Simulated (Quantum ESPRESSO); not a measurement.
# GaN (P6_3mc) in Quantum ESPRESSO: settings compared, part 2 of 2

Quantum ESPRESSO 7.5. Earlier steps stand in the parts before.

### Step 3. Band structure, PBE

The input, pw.in:

```
&CONTROL
  calculation = 'scf'
  prefix = 'pwscf'
  outdir = './tmp'
  pseudo_dir = './pseudo'
  tprnfor = .true.
  tstress = .true.
  disk_io = 'low'
/
&SYSTEM
  ibrav = 0
  nat = 4
  ntyp = 2
  ecutwfc = 70
  nbnd = 26
  occupations = 'smearing'
  smearing = 'fd'
  degauss = 0.00367493
/
&ELECTRONS
  conv_thr = 8d-10
  electron_maxstep = 120
  mixing_beta = 0.5
/
ATOMIC_SPECIES
Ga    69.7230 Ga_ONCV_PBE-1.2.upf
N     14.0070 N_ONCV_PBE-1.2.upf
CELL_PARAMETERS angstrom
   3.1800000000    0.0000000000    0.0000000000
  -1.5900000000    2.7539607840    0.0000000000
   0.0000000000    0.0000000000    5.1660000000
ATOMIC_POSITIONS angstrom
Ga     1.5900000002    0.9179869279    2.5830000000
Ga    -0.0000000002    1.8359738561    0.0000000000
N      1.5900000002    0.9179869279    4.5202500000
N     -0.0000000002    1.8359738561    1.9372500000
K_POINTS automatic
10 10 5 0 0 0
```

The input, bands.in:

```
&CONTROL
  calculation = 'bands'
  prefix = 'pwscf'
  outdir = './tmp'
  pseudo_dir = './pseudo'
  disk_io = 'low'
  verbosity = 'high'
/
&SYSTEM
  ibrav = 0
  nat = 4
  ntyp = 2
  ecutwfc = 70
  nbnd = 26
  occupations = 'smearing'
  smearing = 'fd'
  degauss = 0.00367493
/
&ELECTRONS
  conv_thr = 1d-08
  electron_maxstep = 120
  mixing_beta = 0.5
  diago_full_acc = .true.
/
ATOMIC_SPECIES
Ga    69.7230 Ga_ONCV_PBE-1.2.upf
N     14.0070 N_ONCV_PBE-1.2.upf
CELL_PARAMETERS angstrom
   3.1800000000    0.0000000000    0.0000000000
  -1.5900000000    2.7539607840    0.0000000000
   0.0000000000    0.0000000000    5.1660000000
ATOMIC_POSITIONS angstrom
Ga     1.5900000002    0.9179869279    2.5830000000
Ga    -0.0000000002    1.8359738561    0.0000000000
N      1.5900000002    0.9179869279    4.5202500000
N     -0.0000000002    1.8359738561    1.9372500000
K_POINTS crystal
60
 0.0000000000  0.0000000000  0.0000000000 1
 0.0714285714  0.0000000000  0.0000000000 1
 0.1428571429  0.0000000000  0.0000000000 1
 0.2142857143  0.0000000000  0.0000000000 1
 0.2857142857  0.0000000000  0.0000000000 1
 0.3571428571  0.0000000000  0.0000000000 1
 0.4285714286  0.0000000000  0.0000000000 1
 0.5000000000  0.0000000000  0.0000000000 1
 0.4583333333  0.0833333333  0.0000000000 1
 0.4166666667  0.1666666667  0.0000000000 1
 0.3750000000  0.2500000000  0.0000000000 1
 0.3333333333  0.3333333333  0.0000000000 1
 0.2962962963  0.2962962963  0.0000000000 1
 0.2592592593  0.2592592593  0.0000000000 1
 0.2222222222  0.2222222222  0.0000000000 1
 0.1851851852  0.1851851852  0.0000000000 1
 0.1481481481  0.1481481481  0.0000000000 1
 0.1111111111  0.1111111111  0.0000000000 1
 0.0740740741  0.0740740741  0.0000000000 1
 0.0370370370  0.0370370370  0.0000000000 1
 0.0000000000  0.0000000000  0.0000000000 1
 0.0000000000  0.0000000000  0.1250000000 1
 0.0000000000  0.0000000000  0.2500000000 1
 0.0000000000  0.0000000000  0.3750000000 1
 0.0000000000  0.0000000000  0.5000000000 1
 0.0625000000  0.0000000000  0.5000000000 1
 0.1250000000  0.0000000000  0.5000000000 1
 0.1875000000  0.0000000000  0.5000000000 1
 0.2500000000  0.0000000000  0.5000000000 1
 0.3125000000  0.0000000000  0.5000000000 1
 0.3750000000  0.0000000000  0.5000000000 1
 0.4375000000  0.0000000000  0.5000000000 1
 0.5000000000  0.0000000000  0.5000000000 1
 0.4666666667  0.0666666667  0.5000000000 1
 0.4333333333  0.1333333333  0.5000000000 1
 0.4000000000  0.2000000000  0.5000000000 1
 0.3666666667  0.2666666667  0.5000000000 1
 0.3333333333  0.3333333333  0.5000000000 1
 0.3030303030  0.3030303030  0.5000000000 1
 0.2727272727  0.2727272727  0.5000000000 1
 0.2424242424  0.2424242424  0.5000000000 1
 0.2121212121  0.2121212121  0.5000000000 1
 0.1818181818  0.1818181818  0.5000000000 1
 0.1515151515  0.1515151515  0.5000000000 1
 0.1212121212  0.1212121212  0.5000000000 1
 0.0909090909  0.0909090909  0.5000000000 1
 0.0606060606  0.0606060606  0.5000000000 1
 0.0303030303  0.0303030303  0.5000000000 1
 0.0000000000  0.0000000000  0.5000000000 1
 0.5000000000  0.0000000000  0.5000000000 1
 0.5000000000  0.0000000000  0.4000000000 1
 0.5000000000  0.0000000000  0.3000000000 1
 0.5000000000  0.0000000000  0.2000000000 1
 0.5000000000  0.0000000000  0.1000000000 1
 0.5000000000  0.0000000000  0.0000000000 1
 0.3333333333  0.3333333333  0.0000000000 1
 0.3333333333  0.3333333333  0.1250000000 1
 0.3333333333  0.3333333333  0.2500000000 1
 0.3333333333  0.3333333333  0.3750000000 1
 0.3333333333  0.3333333333  0.5000000000 1
```

Potentials or basis: SG15 PBE 1.2.

Command:

```console
$ OMP_NUM_THREADS=1 pw.x -in pw.in > pw.out
$ OMP_NUM_THREADS=1 pw.x -in bands.in > bands.out
```

Run time: 77 s. Hardware: 1 thread of AMD EPYC 7B13 (Zen 3), shared host; peak memory 0.11 GiB.

Results (log left out):

```yaml
Free_energy: -4116.0358 eV
Largest_force: 0.147 eV/Å
Band_gap_on_the_k_mesh: 2.03 eV, direct
Band_gap_along_the_path: 2.03 eV, direct
```

Forces on the atoms (eV/Å):
```
Ga   0.000  0.000 -0.147
Ga   0.000  0.000 -0.147
N    0.000  0.000  0.147
N    0.000  0.000  0.147
```

Levels at the corners of the path, in eV from the valence-band top:
```csv
point,band 14,band 15,band 16,band 17,band 18,band 19,band 20,band 21,band 22,band 23
Γ,-1.06,-1.06,-0.06,0.00,0.00,2.03,4.35,9.27,9.97,9.97
M,-5.28,-4.26,-2.77,-2.25,-0.98,5.11,5.65,6.10,8.69,10.43
K,-5.34,-5.32,-3.03,-3.03,-2.71,5.16,7.90,7.90,8.44,9.95
Γ,-1.06,-1.06,-0.06,0.00,0.00,2.03,4.35,9.27,9.97,9.97
A,-3.86,-0.54,-0.54,-0.54,-0.54,4.34,4.34,8.58,8.58,10.49
L,-6.63,-1.95,-1.95,-1.92,-1.92,4.46,4.46,7.87,7.87,10.05
H,-6.18,-4.21,-4.21,-1.50,-1.50,6.53,6.53,7.35,7.35,9.13
A,-3.86,-0.54,-0.54,-0.54,-0.54,4.34,4.34,8.58,8.58,10.49
L,-6.63,-1.95,-1.95,-1.92,-1.92,4.46,4.46,7.87,7.87,10.05
M,-5.28,-4.26,-2.77,-2.25,-0.98,5.11,5.65,6.10,8.69,10.43
K,-5.34,-5.32,-3.03,-3.03,-2.71,5.16,7.90,7.90,8.44,9.95
H,-6.18,-4.21,-4.21,-1.50,-1.50,6.53,6.53,7.35,7.35,9.13
```

Caveat: the cutoff is too short for stress, so the log's stress isn't used.

### Step 4. Single point, PBEsol, 10.63 Å³/atom

The input, pw.in:

```
&CONTROL
  calculation = 'scf'
  prefix = 'pwscf'
  outdir = './tmp'
  pseudo_dir = './pseudo'
  tprnfor = .true.
  tstress = .true.
  disk_io = 'nowf'
/
&SYSTEM
  ibrav = 0
  nat = 4
  ntyp = 2
  ecutwfc = 114
  nbnd = 36
  occupations = 'smearing'
  smearing = 'fd'
  degauss = 0.00367493
/
&ELECTRONS
  conv_thr = 8d-10
  electron_maxstep = 120
  mixing_beta = 0.5
/
ATOMIC_SPECIES
Ga    69.7230 Ga.upf
N     14.0070 N.upf
CELL_PARAMETERS angstrom
   3.1150838257    0.0000000000    0.0000000000
  -1.5575419129    2.6977417280    0.0000000000
   0.0000000000    0.0000000000    5.0605418376
ATOMIC_POSITIONS crystal
Ga     0.6666666667    0.3333333333    0.5000000000
Ga     0.3333333333    0.6666666667    0.0000000000
N      0.6666666667    0.3333333333    0.8750000000
N      0.3333333333    0.6666666667    0.3750000000
K_POINTS automatic
10 10 5 0 0 0
```

Potentials or basis: PseudoDojo 0.4 SR PBEsol stringent.

Command:

```console
$ OMP_NUM_THREADS=1 pw.x -in pw.in > pw.out
```

Wall time 92 s (1 thread of AMD EPYC 7B13 (Zen 3), shared host); peak memory 0.21 GiB.

It converged, with:

| Property | Result |
| --- | --- |
| Free energy | -14059.8699 eV |
| Pressure | 14.5 GPa |
| Largest force | 0.151 eV/Å |
| Band gap on the k mesh | 2.36 eV, direct |

### Step 5. Single point, PBEsol, 10.86 Å³/atom

pw.in: that of step 4 with these lines changed.

```diff
@@ -28,5 +28,5 @@
 CELL_PARAMETERS angstrom
-   3.1150838257    0.0000000000    0.0000000000
-  -1.5575419129    2.6977417280    0.0000000000
-   0.0000000000    0.0000000000    5.0605418376
+   3.1370217585    0.0000000000    0.0000000000
+  -1.5685108793    2.7167405351    0.0000000000
+   0.0000000000    0.0000000000    5.0961806304
 ATOMIC_POSITIONS crystal
```

Command:

```console
$ OMP_NUM_THREADS=1 pw.x -in pw.in > pw.out
```

Run time: 96 s. Hardware: 1 thread of AMD EPYC 7B13 (Zen 3), shared host; peak memory 0.22 GiB.

The run converged. Its results:

```yaml
Free_energy: -14059.9378 eV
Pressure: 9.5 GPa
Largest_force: 0.145 eV/Å
Band_gap_on_the_k_mesh: 2.22 eV, direct
```

### Step 6. Single point, PBEsol, 11.08 Å³/atom

pw.in: that of step 5 with these lines changed.

```diff
@@ -28,5 +28,5 @@
 CELL_PARAMETERS angstrom
-   3.1370217585    0.0000000000    0.0000000000
-  -1.5685108793    2.7167405351    0.0000000000
-   0.0000000000    0.0000000000    5.0961806304
+   3.1586570750    0.0000000000    0.0000000000
+  -1.5793285375    2.7354772688    0.0000000000
+   0.0000000000    0.0000000000    5.1313278144
 ATOMIC_POSITIONS crystal
```

Potentials or basis: PseudoDojo 0.4 SR PBEsol stringent.

Command:

```console
$ OMP_NUM_THREADS=1 pw.x -in pw.in > pw.out
```

It took 96 s on 1 thread of AMD EPYC 7B13 (Zen 3), shared host; peak memory 0.22 GiB.

The run converged. Its results:

```
Free energy            : -14059.9787 eV
Pressure               : 4.9 GPa
Largest force          : 0.139 eV/Å
Band gap on the k mesh : 2.08 eV, direct
```

### Step 7. Single point, PBEsol, 11.31 Å³/atom

pw.in: that of step 6 with these lines changed.

```diff
@@ -28,5 +28,5 @@
 CELL_PARAMETERS angstrom
-   3.1586570750    0.0000000000    0.0000000000
-  -1.5793285375    2.7354772688    0.0000000000
-   0.0000000000    0.0000000000    5.1313278144
+   3.1800000000    0.0000000000    0.0000000000
+  -1.5900000000    2.7539607840    0.0000000000
+   0.0000000000    0.0000000000    5.1660000000
 ATOMIC_POSITIONS crystal
```

Command:

```console
$ OMP_NUM_THREADS=1 pw.x -in pw.in > pw.out
```

Wall time 96 s (1 thread of AMD EPYC 7B13 (Zen 3), shared host); peak memory 0.23 GiB.

It converged, with:

* Free energy: -14059.9953 eV
* Pressure: 0.8 GPa
* Largest force: 0.133 eV/Å
* Band gap on the k mesh: 1.94 eV, direct

### Step 8. Single point, PBEsol, 11.54 Å³/atom

pw.in: that of step 7 with these lines changed.

```diff
@@ -28,5 +28,5 @@
 CELL_PARAMETERS angstrom
-   3.1800000000    0.0000000000    0.0000000000
-  -1.5900000000    2.7539607840    0.0000000000
-   0.0000000000    0.0000000000    5.1660000000
+   3.2010602164    0.0000000000    0.0000000000
+  -1.6005301082    2.7721994664    0.0000000000
+   0.0000000000    0.0000000000    5.2002129176
 ATOMIC_POSITIONS crystal
```

Command:

```console
$ OMP_NUM_THREADS=1 pw.x -in pw.in > pw.out
```

It took 1.8 min on 1 thread of AMD EPYC 7B13 (Zen 3), shared host; peak memory 0.23 GiB.

The run converged. Its results:

```yaml
Free_energy: -14059.9901 eV
Pressure: -2.8 GPa
Largest_force: 0.128 eV/Å
Band_gap_on_the_k_mesh: 1.81 eV, direct
```

### Step 9. Single point, PBEsol, 11.76 Å³/atom

pw.in: that of step 8 with these lines changed.

```diff
@@ -28,5 +28,5 @@
 CELL_PARAMETERS angstrom
-   3.2010602164    0.0000000000    0.0000000000
-  -1.6005301082    2.7721994664    0.0000000000
-   0.0000000000    0.0000000000    5.2002129176
+   3.2218469041    0.0000000000    0.0000000000
+  -1.6109234521    2.7902012661    0.0000000000
+   0.0000000000    0.0000000000    5.2339814801
 ATOMIC_POSITIONS crystal
```

Potentials or basis: PseudoDojo 0.4 SR PBEsol stringent.

Command:

```console
$ OMP_NUM_THREADS=1 pw.x -in pw.in > pw.out
```

It took 1.8 min on 1 thread of AMD EPYC 7B13 (Zen 3), shared host; peak memory 0.24 GiB.

Results (log left out):

- Free energy: -14059.9652 eV
- Pressure: -6.1 GPa
- Largest force: 0.123 eV/Å
- Band gap on the k mesh: 1.68 eV, direct

### Step 10. Single point, PBEsol, 11.99 Å³/atom

pw.in: that of step 9 with these lines changed.

```diff
@@ -28,5 +28,5 @@
 CELL_PARAMETERS angstrom
-   3.2218469041    0.0000000000    0.0000000000
-  -1.6109234521    2.7902012661    0.0000000000
-   0.0000000000    0.0000000000    5.2339814801
+   3.2423687753    0.0000000000    0.0000000000
+  -1.6211843877    2.8079737278    0.0000000000
+   0.0000000000    0.0000000000    5.2673198406
 ATOMIC_POSITIONS crystal
```

Command:

```console
$ OMP_NUM_THREADS=1 pw.x -in pw.in > pw.out
```

Wall time 1.7 min (1 thread of AMD EPYC 7B13 (Zen 3), shared host); peak memory 0.24 GiB.

Results (log left out):

| Item | Value |
| --- | --- |
| Free energy | -14059.9227 eV |
| Pressure | -9.1 GPa |
| Largest force | 0.118 eV/Å |
| Band gap on the k mesh | 1.55 eV, direct |

### Step 11. Equation of state, PBEsol

Potentials or basis: PseudoDojo 0.4 SR PBEsol stringent.

No new run: the results of the series are fitted here.

What came out:

```
Equilibrium volume                        : 11.37 Å³/atom
Bulk modulus at fixed shape and positions : 189 GPa
Pressure derivative of the bulk modulus   : 4.3
```

Energy against volume, from the lowest point:
```tsv
volume (Å³/atom)	energy (meV/atom)
10.632	31.36
10.858	14.38
11.084	4.15
11.310	0.00
11.537	1.31
11.763	7.52
11.989	18.15
```

Caveat: the cell was scaled at fixed shape and fractional positions, which overstates the stiffness of a crystal with free parameters, most of all of layers and chains.

### Step 12. Equation of state, PBEsol+D4

The input, run.py:

```python
import numpy as np
from ase.calculators.espresso import Espresso, EspressoProfile
from ase.io import read

atoms = read('POSCAR')

input_data = {
    'control': {'calculation': 'scf', 'prefix': 'pwscf', 'outdir': './tmp', 'tprnfor': True, 'tstress': True, 'disk_io': 'nowf'},
    'system': {'ecutwfc': 84.0, 'nbnd': 26, 'occupations': 'smearing', 'smearing': 'fd', 'degauss': 0.00367493},
    'electrons': {'conv_thr': 8e-10, 'electron_maxstep': 120, 'mixing_beta': 0.5},
}
pseudopotentials = {'N': 'N.upf', 'Ga': 'Ga.upf'}
profile = EspressoProfile(command='pw.x', pseudo_dir='pseudo')
dft = Espresso(profile=profile, input_data=input_data, pseudopotentials=pseudopotentials, kpts=(10, 10, 5), koffset=(0, 0, 0))
from ase.calculators.mixing import SumCalculator
from dftd4.ase import DFTD4
d4 = DFTD4(method='pbesol')
atoms.calc = SumCalculator([dft, d4])

from ase.eos import EquationOfState
from ase.units import GPa
cell, v, e = atoms.cell.copy(), [], []
for x in [0.94, 0.96, 0.98, 1.0, 1.02, 1.04, 1.06]:
    atoms.set_cell(cell * x ** (1 / 3), scale_atoms=True)
    v.append(atoms.get_volume() / len(atoms))
    e.append(atoms.get_potential_energy() / len(atoms))
    print(f'V {v[-1]:.6f} A^3/atom  E {e[-1]:.8f} eV/atom')
v0, e0, b0 = EquationOfState(v, e, eos='birchmurnaghan').fit()
print(f'V0 {v0:.5f} A^3/atom  E0 {e0:.6f} eV/atom  B0 {b0 / GPa:.2f} GPa')
```

The input, POSCAR:

```
GaN
1.0
    3.1800000000      0.0000000000      0.0000000000
   -1.5900000000      2.7539607840      0.0000000000
    0.0000000000      0.0000000000      5.1660000000
Ga N
2 2
Direct
    0.6666666667      0.3333333333      0.5000000000
    0.3333333333      0.6666666667      0.0000000000
    0.6666666667      0.3333333333      0.8750000000
    0.3333333333      0.6666666667      0.3750000000
```

Potentials or basis: PseudoDojo 0.4.1 SR PBEsol standard.

Command:

```console
$ OMP_NUM_THREADS=1 python run.py
```

Wall time 4.4 min (1 thread of AMD EPYC 7B13 (Zen 3), shared host); peak memory 0.13 GiB.

It converged, with:

```yaml
Equilibrium_volume: 11.19 Å³/atom
Bulk_modulus_at_fixed_shape_and_positions: 196 GPa
Pressure_derivative_of_the_bulk_modulus: 4.4
```

Energy against volume, from the lowest point:
```csv
volume (Å³/atom),energy (meV/atom)
10.632,18.09
10.858,5.76
11.084,0.00
11.310,0.12
11.537,5.53
11.763,15.68
11.989,30.08
```

Caveat: the cell was scaled at fixed shape and fractional positions, which overstates the stiffness of a crystal with free parameters, most of all of layers and chains.

### Step 13. Overview

| task | level | potentials or basis | cutoff (eV) | dispersion computed by | gap on the mesh (eV) | V0 of scaled cells (Å³/atom) | B0 (GPa) | largest force (eV/Å) |
| --- | --- | --- | --- | --- | --- | --- | --- | --- |
| band structure | PBE | Ansatz NC SR PBE | 1238 | - | 1.99 | - | - | 0.14 |
| band structure | PBE | SG15 PBE 1.2 | 952 | - | 2.03 | - | - | 0.15 |
| equation of state | PBEsol | PseudoDojo 0.4 SR PBEsol stringent | 1551 | - | - | 11.37 | 189 | - |
| equation of state | PBEsol+D4 | PseudoDojo 0.4.1 SR PBEsol standard | 1143 | dftd4 4.3.1 through ASE | - | 11.19 | 196 | - |

Alike in all rows: no spin polarisation; cell as given; k mesh 10 × 10 × 5; smearing fermi-dirac 0.05 eV.

Caveats: the cell was scaled at fixed shape and fractional positions, which overstates the stiffness of a crystal with free parameters, most of all of layers and chains (some runs).

Total energies depend on the potentials used, so only differences within one code and one set of settings carry meaning.

### Step 14. Comparison with measurements

Step 2. Measured gap of GaN: 3.503 eV (direct; quoted in “Studying electronic properties in GaN without electrical contacts using γ-γ vs e−-γ Perturbed Angular Correlations”, 2019, pmc:6823545). This calculation gives 1.99 eV (-1.52 eV). Spin-orbit coupling on Ga is left out. The value is that of PBE, without temperature or zero-point motion. Semilocal functionals fall short of measured gaps as a rule.

Step 3. A measured gap of GaN is 3.503 eV (direct; quoted in “Studying electronic properties in GaN without electrical contacts using γ-γ vs e−-γ Perturbed Angular Correlations”, 2019, pmc:6823545); the calculated 2.03 eV misses it by -1.48 eV. Spin-orbit coupling on Ga is left out. The value is that of PBE, without temperature or zero-point motion. Semilocal functionals fall short of measured gaps as a rule.
